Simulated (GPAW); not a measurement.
Runs of GPAW 26.7.0 on NiO. Symmetry: Fm-3m, No. 225, cubic system. The conventional cell has a = 4.172 Å, b = 4.172 Å, c = 4.172 Å, α = 90.00°, β = 90.00°, γ = 90.00°. Ni (site symmetry m-3m) has 6 O at 2.09 Å as nearest neighbours. Around O (site symmetry m-3m) lie 6 Ni at 2.09 Å. 

```tsv
task	level	potentials or basis	cell	k mesh	cutoff (eV)	smearing	maxiter	convergence	supercell	supercell k mesh	displacement	mesh quality	gap on the mesh (eV)	pressure (GPa)	moment (μB)
phonons	r2SCAN	GPAW PAW data sets (gpaw-data 1.2.1), newer versions, pw	atoms relaxed	8 × 8 × 8	680	fermi-dirac 0.05 eV	150	density 1e-6	1 × 1 × 1	8 × 8 × 8	0.01	not flagged	0.75	2.5	2.00
hybrid scf	r2SCAN0	GPAW PAW data sets (gpaw-data 1.2.1), pw	as given	3 × 3 × 3	650	fermi-dirac 0.05 eV	40	-	-	-	-	coarse	5.24	-	2.00
phonons	vdW-DF-cx	GPAW PAW data sets (gpaw-data 1.2.1), pw	atoms relaxed	11 × 11 × 11	680	fermi-dirac 0.05 eV	150	density 1e-6	1 × 1 × 1	11 × 11 × 11	0.01	not flagged	none	-	(a)
single point	RPBE	the program's PAW data sets (release 1.2.1) made for this functional, pw	the cell as VASP's run set it	11 × 11 × 11	800	gaussian 0.1 eV	150	-	-	-	-	not flagged	none	17.6	(b)
```

Alike in all rows: spin collinear, ferromagnetic start.

Q: Estimate the missing entries.

A: (a) 0.61; (b) 1.81.

Caveats: some runs use coarse meshes; a cell with one magnetic atom can't hold antiferromagnetic order, which such compounds often take; the PAW data sets were made with another functional, which shifts forces and pressure a little (some runs); the cutoff is short for stress and forces, so pressures can be off by a GPa or more (some runs); semilocal functionals often make such compounds metallic where correlation or magnetic order opens a gap, which also shifts bond lengths (some runs); the LO-TO splitting is left out (some runs); exact exchange converges slowly with the k mesh, and this mesh is small (some runs); the scaled meta-GGA exchange is a class typed in the script (some runs).

A k mesh can miss the band edges.

A gap of «none» marks a metal or a gap under the smearing width.

The runs don't all hold the same shells in valence.

Runs at the PBE level aren't shown here.
